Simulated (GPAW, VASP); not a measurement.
Given: the input of a run of GPAW 26.7.0 (ASE script) on TiO2. The cell is a database's computed one, not the measured one.

File run.py:

```python
from ase.dft.bandgap import bandgap
from ase.io import read, write
from ase.units import GPa
from gpaw import GPAW, PW

atoms = read('TiO2.xyz')

calc = GPAW(mode=PW(800),
            xc='PBE',
            kpts={'size': (6, 6, 9), 'gamma': True},
            occupations={'name': 'methfessel-paxton', 'order': 0, 'width': 0.013000000000000001},
            nbands=43,
            convergence={'density': 1e-05, 'energy': 1e-05},
            maxiter=150,
            txt='gpaw.txt')
atoms.calc = calc
energy = atoms.get_potential_energy()
forces = atoms.get_forces()
stress = atoms.get_stress()
calc.write('gs.gpw')
write('result.traj', atoms)
print(f'Energy: {energy:.6f} eV')
print('Forces (eV/A):')
print(forces.round(4))
print('Stress (GPa):', (stress / GPa).round(3))
print('Fermi level:', round(calc.get_fermi_level(), 4), 'eV')
print(f'Gap: {bandgap(calc)[0]:.4f} eV, direct: {bandgap(calc, direct=True)[0]:.4f} eV')
```

TiO2.xyz

```xyz
6
Lattice="4.5998373239 0.0000000000 0.0000000000 0.0000000000 4.5998373239 0.0000000000 0.0000000000 0.0000000000 2.9592135600" Properties=species:S:1:pos:R:3 pbc="T T T"
Ti     0.0000000000      0.0000000000      1.4796067800
Ti     2.2999186620      2.2999186620      0.0000000000
O      1.3998285662      1.3998285662      1.4796067800
O      0.9000900958      3.6997472281      0.0000000000
O      3.6997472281      0.9000900958      0.0000000000
O      3.2000087577      3.2000087577      1.4796067800
```

Potentials or basis: GPAW PAW data sets (gpaw-data 1.2.1), pw.

Launch:

```bash
$ OMP_NUM_THREADS=1 python run.py
```

Q: Translate it to VASP 6.6.1. Potentials or basis there: PBE PAW files O, Ti_sv, 520 eV.

A: As run (cutoffs and basis follow the program's own potentials, and thresholds, step limits or extra output files can differ):

The input INCAR:

```
ALGO = Normal ; EDIFF = 1E-6
ENCUT = 520 ; GGA = PE
ISIF = 2 ; ISMEAR = 0
LASPH = T ; LCHARG = F
LREAL = F ; LWAVE = F
NELM = 60 ; PREC = Accurate
SIGMA = 0.013000000000000001
```

Contents of KPOINTS:

```
k-points
0
Gamma
  6 6 9
```

The input POSCAR:

```
TiO2
1.0
    4.5998373239      0.0000000000      0.0000000000
    0.0000000000      4.5998373239      0.0000000000
    0.0000000000      0.0000000000      2.9592135600
Ti O
2 4
Direct
    0.0000000000      0.0000000000      0.5000000000
    0.5000000000      0.5000000000      0.0000000000
    0.3043213200      0.3043213200      0.5000000000
    0.1956786800      0.8043213200      0.0000000000
    0.8043213200      0.1956786800      0.0000000000
    0.6956786800      0.6956786800      0.5000000000
```

Potentials or basis: VASP PAW PBE potentials, release 64 (Ti_sv, O).

Command:

```console
$ cat potpaw_PBE.64/Ti_sv/POTCAR potpaw_PBE.64/O/POTCAR > POTCAR
$ mpirun -np 1 vasp_std > vasp.out
```

Both were run:

|  | GPAW | VASP |
| --- | --- | --- |
| Pressure | 5.3 GPa | 4.9 GPa |

Pressure is positive in compression.
